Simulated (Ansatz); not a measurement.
Input for Ansatz (plane-wave DFT, PAW):

```yaml
crystal:
  lattice:
    - [2.9389939955, 0.0, 0.0]
    - [0.0, 4.5912476256, 0.0]
    - [0.0, 0.0, 23.386987939]
  atoms:
    - { symbol: O, position: [0.5, 0.195561257, 0.3634499672] }
    - { symbol: Ti, position: [0.0, 0.0, 0.4018418353] }
    - { symbol: O, position: [0.5, 0.804438743, 0.4402337035] }
    - { symbol: O, position: [0.0, 0.304438743, 0.4616081319] }
    - { symbol: Ti, position: [0.5, 0.5, 0.5] }
    - { symbol: O, position: [0.0, 0.695561257, 0.5383918681] }
    - { symbol: O, position: [0.5, 0.195561257, 0.5597662965] }
    - { symbol: Ti, position: [0.0, 0.0, 0.5981581647] }
    - { symbol: O, position: [0.5, 0.804438743, 0.6365500328] }
basis:
  ecutwfc: 420
kpoints:
  mp_grid: { grid: [9, 6, 1] }
hamiltonian:
  xc: pbesol
scf:
  occupations: { method: gaussian, width: 0.05 }
output:
  forces: true
  eigenvalues: true
  write_density: true
  write_potential: true
  elf: true
  volumetric_format: npy
relax:
  adjacent_minimum: "off"
  f_tol: 0.03
  max_steps: 70
  constraints: [{ sites: [0, 1, 2, 3] }]
efield:
  axis: 3
  dipole_correction: true
  ramp_width: 0.04
```

Launched with
```bash
ansatz run input.yaml --threads 2 --pin off --max-ram 5120MiB --backend cpu --events-out ev --progress --plain --runs-dir out
```

Computed with DFT PBEsol, scalar-relativistic, plane waves, PAW (Ansatz).

Abridged output:

```
Pseudopotentials: kind: paw
Pseudopotential: O, paw, valence charge 6, recommended cutoff 420 eV (normal)
Pseudopotential: Ti, paw, valence charge 12, recommended cutoff 420 eV (normal)
Functional definition: PBEsol
Crystal: 9 atoms, lattice volume = 315.576 Å³
Basis set: ecut = 420 eV, 6133 PW (Γ), exchange–correlation on 40×64×320 points (8 copies of the dense FFT grid, shifted against one another)
Bands: 45, of which v1, the nominal top of the filled ones, is band 36 counted from 1 (35 counted from 0)
Symmetry: 2 space group operations
k-points: 20 of 54 (time reversal used)
Initial density: superposition of atomic densities (neutral atoms: chi_scale 0, normalization atom), corrected by the library's trained network
Initial wavefunctions: pseudopotential atomic-orbital guess
Functional: x = pbesol(κ = 0.804, μ = 0.12345679), c = pbesol(β = 0.046)
SCF iter   1: F=—  HF=-10796.704273 eV  |F-HF|=—  |Δ(HF+E_count)|=         —  Δρ=9.65e-3  dr2=2.50e-1  ethr=1.77e-3  p=0.000 e·Å  D=3.01e-14 V/Å  ΔV_dip= 0.00 eV  dr2_dipole=4.23e-8  V_vac-E_F(+/−)=6.31/6.31 eV  ⟨swp⟩=7.4  Hψ=4032  notcnv=0
efield: sawtooth ramp at fractional position 0.9800 (placed from the atoms, in the widest stretch of the axis that holds none; the zero of the levels goes with the place), width 0.0400; the density the first Hamiltonian is built on has a dipole p = 0.000 e·Å; the dipole correction subtracts the counter field D = 3.01e-14 V/Å, which shifts the + side's vacuum level by  0.00 eV against the − side's; the planar-averaged density in the ramp window peaks in size at 1.2e-6 e/Å³
SCF iter   2: F=—  HF=-10796.691748 eV  |F-HF|=—  |Δ(HF+E_count)|=   1.25e-2  Δρ=8.23e-3  dr2=2.27e-1  ethr=3.47e-4  p=0.000 e·Å  D=3.20e-5 V/Å  ΔV_dip= 0.00 eV  dr2_dipole=6.29e-8  V_vac-E_F(+/−)=6.38/6.38 eV  ⟨swp⟩=2.1  Hψ=1665  notcnv=0  defer=57
SCF iter   3: F=—  HF=-10796.657808 eV  |F-HF|=—  |Δ(HF+E_count)|=   3.39e-2  Δρ=1.98e-3  dr2=1.06e-2  ethr=3.16e-4  p=0.000 e·Å  D=1.17e-5 V/Å  ΔV_dip= 0.00 eV  dr2_dipole=7.58e-9  V_vac-E_F(+/−)=6.41/6.42 eV  ⟨swp⟩=2.0  Hψ=1325  notcnv=0  defer=57
SCF iter   4: F=—  HF=-10796.657348 eV  |F-HF|=—  |Δ(HF+E_count)|=   4.60e-4  Δρ=1.12e-3  dr2=3.91e-3  ethr=1.48e-5  p= 0.000 e·Å  D=-8.33e-6 V/Å  ΔV_dip=0.00 eV  dr2_dipole=4.94e-9  V_vac-E_F(+/−)=6.44/6.44 eV  ⟨swp⟩=2.2  Hψ=1460  notcnv=0  defer=57
SCF iter   5: F=—  HF=-10796.657169 eV  |F-HF|=—  |Δ(HF+E_count)|=   1.79e-4  Δρ=3.53e-4  dr2=3.23e-4  ethr=5.43e-6  p= 0.000 e·Å  D=-3.90e-6 V/Å  ΔV_dip=0.00 eV  dr2_dipole=6.97e-10  V_vac-E_F(+/−)=6.45/6.45 eV  ⟨swp⟩=2.0  Hψ=1251  notcnv=0  defer=57
SCF iter   6: F=—  HF=-10796.657372 eV  |F-HF|=—  |Δ(HF+E_count)|=   2.02e-4  Δρ=9.84e-5  dr2=4.13e-5  ethr=4.48e-7  p=0.000 e·Å  D=8.66e-6 V/Å  ΔV_dip= 0.00 eV  dr2_dipole=3.31e-9  V_vac-E_F(+/−)=6.44/6.44 eV  ⟨swp⟩=2.1  Hψ=1298  notcnv=0  defer=57
SCF iter   7: F=-10796.657384 eV  HF=-10796.657382 eV  |F-HF|=1.65e-6  |Δ(HF+E_count)|=   1.09e-5  Δρ=3.80e-5  dr2=6.22e-6  ethr=3.12e-8  p=0.000 e·Å  D=4.60e-7 V/Å  ΔV_dip= 0.00 eV  dr2_dipole=1.22e-10  V_vac-E_F(+/−)=6.44/6.44 eV  ⟨swp⟩=18.2  Hψ=9304  notcnv=0
SCF 1 converged in 7 iterations: F = -10796.657384 eV  dr2 = 6.22e-6
relax step   1: F+E_penalty+E_count = -10796.65738409 eV  Δ(F+E_penalty+E_count) = +0.000e0 eV  max|allowed force component| = 3.800e0 eV/Å  Δτ_max = 0.0000 Å  (7 SCF iters, dr2 threshold 2.25e-5 eV, accepted)
Initial density: handed on by an earlier stage of this run
Initial wavefunctions: those handed on with the density
SCF iter   1: F=—  HF=-10797.110607 eV  |F-HF|=—  |Δ(HF+E_count)|=         —  Δρ=6.43e-3  dr2=1.71e-1  ethr=2.32e-4  p=0.000 e·Å  D=3.65e-7 V/Å  ΔV_dip= 0.00 eV  dr2_dipole=8.55e-3  V_vac-E_F(+/−)=6.46/6.46 eV  ⟨swp⟩=1.8  Hψ=2977  notcnv=0  defer=70
efield: sawtooth ramp at fractional position 0.9800 (handed on by an earlier solve), width 0.0400; the density the first Hamiltonian is built on has a dipole p = 0.000 e·Å; the dipole correction subtracts the counter field D = 3.65e-7 V/Å, which shifts the + side's vacuum level by  0.00 eV against the − side's; the planar-averaged density in the ramp window peaks in size at 2.7e-6 e/Å³
SCF iter   2: F=—  HF=-10797.063924 eV  |F-HF|=—  |Δ(HF+E_count)|=   4.67e-2  Δρ=3.47e-3  dr2=4.80e-2  ethr=2.32e-4  p=-0.027 e·Å  D=-1.56e-2 V/Å  ΔV_dip=0.37 eV  dr2_dipole=4.23e-4  V_vac-E_F(+/−)=6.74/6.37 eV  ⟨swp⟩=3.0  Hψ=1388  notcnv=0  defer=70
SCF iter   3: F=—  HF=-10797.056982 eV  |F-HF|=—  |Δ(HF+E_count)|=   6.94e-3  Δρ=3.32e-3  dr2=4.12e-2  ethr=6.66e-5  p=-0.020 e·Å  D=-1.16e-2 V/Å  ΔV_dip=0.27 eV  dr2_dipole=1.42e-3  V_vac-E_F(+/−)=6.68/6.41 eV  ⟨swp⟩=2.1  Hψ=1502  notcnv=0  defer=66
SCF iter   4: F=—  HF=-10797.051169 eV  |F-HF|=—  |Δ(HF+E_count)|=   5.81e-3  Δρ=1.05e-3  dr2=4.26e-3  ethr=5.72e-5  p=-0.027 e·Å  D=-1.53e-2 V/Å  ΔV_dip=0.36 eV  dr2_dipole=1.53e-5  V_vac-E_F(+/−)=6.76/6.40 eV  ⟨swp⟩=2.1  Hψ=1428  notcnv=0  defer=66
SCF iter   5: F=—  HF=-10797.050760 eV  |F-HF|=—  |Δ(HF+E_count)|=   4.09e-4  Δρ=3.10e-4  dr2=2.29e-4  ethr=5.91e-6  p=-0.029 e·Å  D=-1.64e-2 V/Å  ΔV_dip=0.38 eV  dr2_dipole=1.45e-7  V_vac-E_F(+/−)=6.78/6.39 eV  ⟨swp⟩=2.0  Hψ=1305  notcnv=0  defer=66
SCF iter   6: F=—  HF=-10797.050936 eV  |F-HF|=—  |Δ(HF+E_count)|=   1.77e-4  Δρ=1.60e-4  dr2=9.15e-5  ethr=3.18e-7  p=-0.029 e·Å  D=-1.67e-2 V/Å  ΔV_dip=0.39 eV  dr2_dipole=3.50e-8  V_vac-E_F(+/−)=6.78/6.39 eV  ⟨swp⟩=2.1  Hψ=1283  notcnv=0  defer=66
SCF iter   7: F=-10797.050946 eV  HF=-10797.050942 eV  |F-HF|=3.05e-6  |Δ(HF+E_count)|=   6.02e-6  Δρ=5.44e-5  dr2=6.98e-6  ethr=1.27e-7  p=-0.029 e·Å  D=-1.68e-2 V/Å  ΔV_dip=0.39 eV  dr2_dipole=6.13e-8  V_vac-E_F(+/−)=6.79/6.39 eV  ⟨swp⟩=21.1  Hψ=9808  notcnv=0
SCF 2 converged in 7 iterations: F = -10797.050946 eV  dr2 = 6.98e-6
relax step   2: F+E_penalty+E_count = -10797.05094554 eV  Δ(F+E_penalty+E_count) = -3.936e-1 eV  max|allowed force component| = 2.312e0 eV/Å  Δτ_max = 0.1628 Å  (7 SCF iters, dr2 threshold 1.00e-4 eV, accepted)
SCF iter   1: F=—  HF=-10797.300463 eV  |F-HF|=—  |Δ(HF+E_count)|=         —  Δρ=8.69e-3  dr2=3.84e-1  ethr=2.13e-3  p=-0.029 e·Å  D=-1.68e-2 V/Å  ΔV_dip=0.39 eV  dr2_dipole=6.26e-2  V_vac-E_F(+/−)=6.84/6.45 eV  ⟨swp⟩=4.9  Hψ=2360  notcnv=0  defer=51
efield: sawtooth ramp at fractional position 0.9800 (handed on by an earlier solve), width 0.0400; the density the first Hamiltonian is built on has a dipole p = -0.029 e·Å; the dipole correction subtracts the counter field D = -1.68e-2 V/Å, which shifts the + side's vacuum level by +0.39 eV against the − side's; the planar-averaged density in the ramp window peaks in size at 2.1e-6 e/Å³
SCF iter   2: F=—  HF=-10797.218280 eV  |F-HF|=—  |Δ(HF+E_count)|=   8.22e-2  Δρ=4.73e-3  dr2=7.16e-2  ethr=5.33e-4  p=0.045 e·Å  D=2.57e-2 V/Å  ΔV_dip=-0.60 eV  dr2_dipole=1.02e-3  V_vac-E_F(+/−)=5.99/6.59 eV  ⟨swp⟩=3.4  Hψ=1472  notcnv=0  defer=63
SCF iter   3: F=—  HF=-10797.205692 eV  |F-HF|=—  |Δ(HF+E_count)|=   1.26e-2  Δρ=2.41e-3  dr2=1.90e-2  ethr=9.94e-5  p=0.038 e·Å  D=2.18e-2 V/Å  ΔV_dip=-0.51 eV  dr2_dipole=1.07e-3  V_vac-E_F(+/−)=6.08/6.59 eV  ⟨swp⟩=2.9  Hψ=1394  notcnv=0  defer=63
   ...
relax step   4: F+E_penalty+E_count = -10797.26919217 eV  Δ(F+E_penalty+E_count) = -6.613e-2 eV  max|allowed force component| = 6.020e-1 eV/Å  Δτ_max = 0.1685 Å  (7 SCF iters, dr2 threshold 1.00e-4 eV, accepted)
SCF iter   1: F=—  HF=-10797.308484 eV  |F-HF|=—  |Δ(HF+E_count)|=         —  Δρ=3.27e-3  dr2=4.85e-2  ethr=7.31e-4  p=-0.020 e·Å  D=-1.13e-2 V/Å  ΔV_dip=0.26 eV  dr2_dipole=1.39e-3  V_vac-E_F(+/−)=6.77/6.51 eV  ⟨swp⟩=3.0  Hψ=1903  notcnv=0  defer=56
efield: sawtooth ramp at fractional position 0.9800 (handed on by an earlier solve), width 0.0400; the density the first Hamiltonian is built on has a dipole p = -0.020 e·Å; the dipole correction subtracts the counter field D = -1.13e-2 V/Å, which shifts the + side's vacuum level by +0.26 eV against the − side's; the planar-averaged density in the ramp window peaks in size at 3.2e-6 e/Å³
SCF iter   2: F=—  HF=-10797.300183 eV  |F-HF|=—  |Δ(HF+E_count)|=   8.30e-3  Δρ=2.35e-3  dr2=1.75e-2  ethr=6.74e-5  p=-0.009 e·Å  D=-5.43e-3 V/Å  ΔV_dip=0.13 eV  dr2_dipole=9.20e-6  V_vac-E_F(+/−)=6.66/6.53 eV  ⟨swp⟩=2.0  Hψ=1459  notcnv=0  defer=68
SCF iter   3: F=—  HF=-10797.297658 eV  |F-HF|=—  |Δ(HF+E_count)|=   2.53e-3  Δρ=1.24e-3  dr2=4.91e-3  ethr=2.44e-5  p=-0.010 e·Å  D=-5.50e-3 V/Å  ΔV_dip=0.13 eV  dr2_dipole=2.85e-5  V_vac-E_F(+/−)=6.66/6.53 eV  ⟨swp⟩=2.0  Hψ=1342  notcnv=0  defer=68
SCF iter   4: F=—  HF=-10797.296971 eV  |F-HF|=—  |Δ(HF+E_count)|=   6.87e-4  Δρ=5.29e-4  dr2=1.15e-3  ethr=6.82e-6  p=-0.012 e·Å  D=-6.96e-3 V/Å  ΔV_dip=0.16 eV  dr2_dipole=1.07e-4  V_vac-E_F(+/−)=6.69/6.53 eV  ⟨swp⟩=2.0  Hψ=1267  notcnv=0  defer=66
SCF iter   5: F=—  HF=-10797.296781 eV  |F-HF|=—  |Δ(HF+E_count)|=   1.90e-4  Δρ=1.71e-4  dr2=6.64e-5  ethr=1.60e-6  p=-0.010 e·Å  D=-5.78e-3 V/Å  ΔV_dip=0.14 eV  dr2_dipole=2.50e-6  V_vac-E_F(+/−)=6.66/6.53 eV  ⟨swp⟩=2.0  Hψ=1214  notcnv=0  defer=66
SCF iter   6: F=-10797.296784 eV  HF=-10797.296789 eV  |F-HF|=5.26e-6  |Δ(HF+E_count)|=   8.03e-6  Δρ=8.57e-5  dr2=1.97e-5  ethr=9.22e-8  p=-0.009 e·Å  D=-5.43e-3 V/Å  ΔV_dip=0.13 eV  dr2_dipole=1.81e-7  V_vac-E_F(+/−)=6.66/6.53 eV  ⟨swp⟩=19.9  Hψ=9698  notcnv=0
SCF 5 converged in 6 iterations: F = -10797.296784 eV  dr2 = 1.97e-5
relax step   5: F+E_penalty+E_count = -10797.29678366 eV  Δ(F+E_penalty+E_count) = -2.759e-2 eV  max|allowed force component| = 8.896e-2 eV/Å  Δτ_max = 0.0648 Å  (6 SCF iters, dr2 threshold 6.88e-5 eV, accepted)
SCF iter   1: F=—  HF=-10797.297819 eV  |F-HF|=—  |Δ(HF+E_count)|=         —  Δρ=4.13e-4  dr2=1.07e-3  ethr=1.54e-5  p=-0.009 e·Å  D=-5.43e-3 V/Å  ΔV_dip=0.13 eV  dr2_dipole=1.77e-4  V_vac-E_F(+/−)=6.65/6.53 eV  ⟨swp⟩=2.0  Hψ=1603  notcnv=0  defer=43
efield: sawtooth ramp at fractional position 0.9800 (handed on by an earlier solve), width 0.0400; the density the first Hamiltonian is built on has a dipole p = -0.009 e·Å; the dipole correction subtracts the counter field D = -5.43e-3 V/Å, which shifts the + side's vacuum level by +0.13 eV against the − side's; the planar-averaged density in the ramp window peaks in size at 3.3e-6 e/Å³
SCF iter   2: F=—  HF=-10797.297602 eV  |F-HF|=—  |Δ(HF+E_count)|=   2.17e-4  Δρ=2.59e-4  dr2=2.34e-4  ethr=1.49e-6  p=-0.005 e·Å  D=-3.15e-3 V/Å  ΔV_dip=0.07 eV  dr2_dipole=5.14e-6  V_vac-E_F(+/−)=6.61/6.53 eV  ⟨swp⟩=2.2  Hψ=1293  notcnv=0  defer=43
SCF iter   3: F=—  HF=-10797.297561 eV  |F-HF|=—  |Δ(HF+E_count)|=   4.09e-5  Δρ=1.53e-4  dr2=8.81e-5  ethr=3.25e-7  p=-0.006 e·Å  D=-3.47e-3 V/Å  ΔV_dip=0.08 eV  dr2_dipole=5.29e-6  V_vac-E_F(+/−)=6.62/6.54 eV  ⟨swp⟩=2.0  Hψ=1240  notcnv=0  defer=43
SCF iter   4: F=—  HF=-10797.297373 eV  |F-HF|=—  |Δ(HF+E_count)|=   1.88e-4  Δρ=8.10e-5  dr2=2.19e-5  ethr=1.22e-7  p=-0.005 e·Å  D=-3.09e-3 V/Å  ΔV_dip=0.07 eV  dr2_dipole=5.58e-8  V_vac-E_F(+/−)=6.61/6.54 eV  ⟨swp⟩=2.0  Hψ=1232  notcnv=0  defer=43
SCF iter   5: F=—  HF=-10797.297370 eV  |F-HF|=—  |Δ(HF+E_count)|=   2.40e-6  Δρ=3.07e-5  dr2=2.27e-6  ethr=3.05e-8  p=-0.005 e·Å  D=-3.07e-3 V/Å  ΔV_dip=0.07 eV  dr2_dipole=2.21e-9  V_vac-E_F(+/−)=6.61/6.54 eV  ⟨swp⟩=2.0  Hψ=1231  notcnv=0  defer=43
SCF iter   6: F=—  HF=-10797.297371 eV  |F-HF|=—  |Δ(HF+E_count)|=   3.55e-7  Δρ=1.59e-5  dr2=7.95e-7  ethr=3.16e-9  p=-0.005 e·Å  D=-3.04e-3 V/Å  ΔV_dip=0.07 eV  dr2_dipole=1.95e-8  V_vac-E_F(+/−)=6.61/6.54 eV  ⟨swp⟩=2.0  Hψ=1240  notcnv=0  defer=43
SCF iter   7: F=—  HF=-10797.297371 eV  |F-HF|=—  |Δ(HF+E_count)|=   1.48e-7  Δρ=5.80e-6  dr2=1.06e-7  ethr=1.10e-9  p=-0.005 e·Å  D=-3.05e-3 V/Å  ΔV_dip=0.07 eV  dr2_dipole=2.34e-9  V_vac-E_F(+/−)=6.61/6.54 eV  ⟨swp⟩=2.0  Hψ=1185  notcnv=0  defer=43
SCF iter   8: F=-10797.297371 eV  HF=-10797.297371 eV  |F-HF|=8.17e-9  |Δ(HF+E_count)|=   2.60e-8  Δρ=2.81e-6  dr2=1.95e-8  ethr=1.39e-10  p=-0.005 e·Å  D=-3.05e-3 V/Å  ΔV_dip=0.07 eV  dr2_dipole=4.23e-10  V_vac-E_F(+/−)=6.61/6.54 eV  ⟨swp⟩=14.3  Hψ=6492  notcnv=0
SCF 6 converged in 8 iterations: F = -10797.297371 eV  dr2 = 1.95e-8
relax step   6: F+E_penalty+E_count = -10797.29737085 eV  Δ(F+E_penalty+E_count) = -5.872e-4 eV  max|allowed force component| = 3.792e-2 eV/Å  Δτ_max = 0.0077 Å  (8 SCF iters, accepted)
SCF iter   1: F=—  HF=-10797.297901 eV  |F-HF|=—  |Δ(HF+E_count)|=         —  Δρ=3.56e-4  dr2=4.67e-4  ethr=1.45e-5  p=-0.005 e·Å  D=-3.05e-3 V/Å  ΔV_dip=0.07 eV  dr2_dipole=4.44e-7  V_vac-E_F(+/−)=6.61/6.54 eV  ⟨swp⟩=2.0  Hψ=1525  notcnv=0  defer=44
efield: sawtooth ramp at fractional position 0.9800 (handed on by an earlier solve), width 0.0400; the density the first Hamiltonian is built on has a dipole p = -0.005 e·Å; the dipole correction subtracts the counter field D = -3.05e-3 V/Å, which shifts the + side's vacuum level by +0.07 eV against the − side's; the planar-averaged density in the ramp window peaks in size at 3.3e-6 e/Å³
SCF iter   2: F=—  HF=-10797.297760 eV  |F-HF|=—  |Δ(HF+E_count)|=   1.41e-4  Δρ=1.80e-4  dr2=1.15e-4  ethr=6.48e-7  p=-0.005 e·Å  D=-2.87e-3 V/Å  ΔV_dip=0.07 eV  dr2_dipole=1.15e-10  V_vac-E_F(+/−)=6.61/6.54 eV  ⟨swp⟩=2.0  Hψ=1236  notcnv=0  defer=44
SCF iter   3: F=—  HF=-10797.297741 eV  |F-HF|=—  |Δ(HF+E_count)|=   1.89e-5  Δρ=1.56e-4  dr2=9.52e-5  ethr=1.59e-7  p=-0.005 e·Å  D=-2.85e-3 V/Å  ΔV_dip=0.07 eV  dr2_dipole=9.51e-7  V_vac-E_F(+/−)=6.60/6.54 eV  ⟨swp⟩=2.0  Hψ=1267  notcnv=0  defer=44
SCF iter   4: F=—  HF=-10797.297544 eV  |F-HF|=—  |Δ(HF+E_count)|=   1.97e-4  Δρ=4.23e-5  dr2=4.95e-6  ethr=1.32e-7  p=-0.005 e·Å  D=-2.73e-3 V/Å  ΔV_dip=0.06 eV  dr2_dipole=7.46e-8  V_vac-E_F(+/−)=6.60/6.54 eV  ⟨swp⟩=2.0  Hψ=1212  notcnv=0  defer=44
SCF iter   5: F=—  HF=-10797.297544 eV  |F-HF|=—  |Δ(HF+E_count)|=   1.26e-7  Δρ=2.06e-5  dr2=1.38e-6  ethr=6.87e-9  p=-0.005 e·Å  D=-2.76e-3 V/Å  ΔV_dip=0.06 eV  dr2_dipole=1.04e-8  V_vac-E_F(+/−)=6.60/6.54 eV  ⟨swp⟩=2.2  Hψ=1229  notcnv=0  defer=44
SCF iter   6: F=-10797.297544 eV  HF=-10797.297544 eV  |F-HF|=1.67e-8  |Δ(HF+E_count)|=   6.71e-8  Δρ=5.76e-6  dr2=9.38e-8  ethr=1.39e-10  p=-0.005 e·Å  D=-2.75e-3 V/Å  ΔV_dip=0.06 eV  dr2_dipole=7.23e-11  V_vac-E_F(+/−)=6.60/6.54 eV  ⟨swp⟩=14.2  Hψ=7413  notcnv=0
SCF 7 converged in 6 iterations: F = -10797.297544 eV  dr2 = 9.38e-8
relax step   7: F+E_penalty+E_count = -10797.29754386 eV  Δ(F+E_penalty+E_count) = -1.730e-4 eV  max|allowed force component| = 7.677e-3 eV/Å  Δτ_max = 0.0081 Å  (6 SCF iters, accepted)
WARN: The output density's exchange-correlation potential varies sharply where the density is thin. Do not read a vacuum level from v_tot or v_xc, or from such a field of the output density. On a cell that repeats whose density bears no net charge and no dipole along the vacuum's axis use v_es (v_loc + v_h of the components); under efield.dipole_correction with no amplitude use v_es + v_field, which holds any external_charges[].barrier, or the levels of the report's work_function block, which leave it out; under a non-zero efield.amplitude the vacuum is tilted and has no level; on a cell that repeats and bears such a dipole with no correction it is tilted too, and efield.dipole_correction wi ...
SCF converged after 6 iterations
Free energy (F): -10797.297544 eV
Harris-Foulkes:  -10797.297544 eV  (|F-HF|=1.67e-8)
Internal energy: -10797.297544 eV  (E = F + TS)
E sigma→0 (E₀):  -10797.297544 eV
Fermi energy:    -1.647741 eV
Dipole field:    D = -0.002740 V/Å  (p = -0.004778 e·Å, saw-weighted, corrected)
Work function:   Φ+ = 6.6027 eV   Φ− = 6.5385 eV
Levels:          The Fermi level and band energies are counted from a zero that moves with the ramp; work functions are not
--- Per-component energies (eV) ---
  E_band       = -1398.077047
  E_kinetic    = 1861.377147
  E_local      = -72189.443673  (includes V_loc(G=0)·N_el)
  E_nonlocal   = 302.581876
  E_hartree    = 35133.347540
  E_xc         = -727.725764
  E_vxc        = -925.966567  (∫ρ·V_xc dr)
  E_paw        = -3973.601863  (= ΣΔE_a)
  E_vpaw       = -713.330751  (= ΣTr[D̂ρ^β])
  E_aug_tail   = 0.014993  (compensation charges beyond the density's cutoff)
  E_efield     = 0.000007  (sawtooth field / dipole correction)
  E_vefield    = -0.000781  (∫n·V_field dr)
  E_ewald      = 28795.522313
  E_core_change = 0.629880  (= ΣΔE_core)
  E_smearing   =  0.000000  (= −TS)
--- Forces (eV/Å), atoms counted from 1 ---
  atom   1  O      0.00000000    -2.18294470     0.99672150
  atom   2  Ti     0.00000000     3.43164204    -0.61979394
  atom   3  O      0.00000000    -0.89488370    -0.19106034
  atom   4  O      0.00000000    -0.35815342    -0.19227212
  atom   5  Ti     0.00000000    -0.00256726     0.00170829
  atom   6  O      0.00000000     0.00222086     0.00135860
  atom   7  O      0.00000000     0.00450045     0.00140535
  atom   8  Ti     0.00000000    -0.00364189     0.00767710
  atom   9  O      0.00000000     0.00380266    -0.00568129
--- Band table (eV; the first three rows and the last of 20) ---
  k-point 0: bands = ["-59.0855", "-58.8049", "-58.5854", "-35.5307", "-35.3987", "-35.3536", "-35.2865", "-35.1203", "-35.1149", "-34.9625", "-34.9033", "-34.7521", "-20.4468", "-19.5046", "-19.3404", "-19.0430", "-18.3035", "-17.7769", "-8.0167", "-7.2256", "-7.0779", "-6.6854", "-6.5143", "-5.8683", "-5.7774", "-5.5409", "-5.2728", "-4.5282", "-4.3692", "-4.1207", "-3.8675", "-3.8286", "-3.4912", "-2.9602", "-2.8508", "-2.8246", "-0.5746", "0.2259", "0.2840", "0.3452", "0.4530", "1.0732", "1.2026", "1.3892", "1.5137"]
  k-point 1: bands = ["-59.0855", "-58.8049", "-58.5854", "-35.5319", "-35.4000", "-35.3535", "-35.2863", "-35.1199", "-35.1148", "-34.9625", "-34.9033", "-34.7521", "-20.3893", "-19.5457", "-19.2987", "-19.0966", "-18.3095", "-17.7855", "-8.0011", "-7.2269", "-6.9755", "-6.6343", "-6.5222", "-5.8829", "-5.7707", "-5.4849", "-5.2569", "-4.5847", "-4.3766", "-4.1232", "-3.9494", "-3.8419", "-3.5505", "-3.0158", "-2.9595", "-2.8725", "-0.5568", "0.2337", "0.3438", "0.3533", "0.4969", "1.0844", "1.1718", "1.3880", "1.6006"]
  k-point 2: bands = ["-59.0854", "-58.8049", "-58.5854", "-35.5344", "-35.4024", "-35.3533", "-35.2859", "-35.1195", "-35.1143", "-34.9625", "-34.9033", "-34.7522", "-20.2521", "-19.5817", "-19.3634", "-19.1223", "-18.3234", "-17.8025", "-7.9862", "-7.2334", "-6.8285", "-6.5389", "-6.3227", "-5.8997", "-5.7692", "-5.4157", "-5.2102", "-4.7731", "-4.3944", "-4.2876", "-4.0692", "-3.7781", "-3.7491", "-3.2887", "-2.9711", "-2.9008", "-0.5574", "0.2382", "0.3858", "0.4083", "0.7677", "1.0822", "1.1173", "1.4159", "1.6290"]
  k-point 19: bands = ["-59.0411", "-58.7616", "-58.5387", "-35.8348", "-35.4136", "-35.3897", "-35.3433", "-35.2677", "-35.2575", "-35.0731", "-35.0141", "-34.8596", "-19.7035", "-19.2282", "-19.1391", "-18.8462", "-18.3324", "-17.7270", "-7.4869", "-7.4041", "-6.9247", "-6.7167", "-6.4897", "-6.2030", "-5.7468", "-5.3484", "-5.0193", "-4.8398", "-4.5740", "-4.1886", "-3.9635", "-3.7841", "-3.6385", "-3.3842", "-3.3061", "-2.9933", "-0.2033", "0.0718", "0.6180", "0.6625", "0.9844", "1.0791", "1.2141", "1.2746", "1.5012"]
--- Relaxed structure (7 steps of the walk, 7 accepted, 0 SCFs on fresh bases) ---
  F+E_penalty+E_count = -10797.29754386 eV   max|allowed force component| = 7.677e-3 eV/Å
  atoms:
    - { symbol: O, position: [0.50000000, 0.19556125, 0.3634499672] }
    - { symbol: Ti, position: [0.0, 0.0, 0.40184183] }
    - { symbol: O, position: [0.50000000, 0.804438743, 0.4402337035] }
    - { symbol: O, position: [0.0, 0.304438743, 0.46160813] }
    - { symbol: Ti, position: [0.50000000, 0.48900940, 0.50000537] }
    - { symbol: O, position: [0.0, 0.70805968, 0.53732449] }
    - { symbol: O, position: [0.50000000, 0.23154686, 0.56192396] }
    - { symbol: Ti, position: [0.0, -0.02487553, 0.59585122] }
    - { symbol: O, position: [0.50000000, 0.86879077, 0.63799676] }
```

The relaxation met its thresholds.

The run took 2.2 min on 2 threads of Arm Neoverse V1, on a shared host, peak memory 0.61 GiB.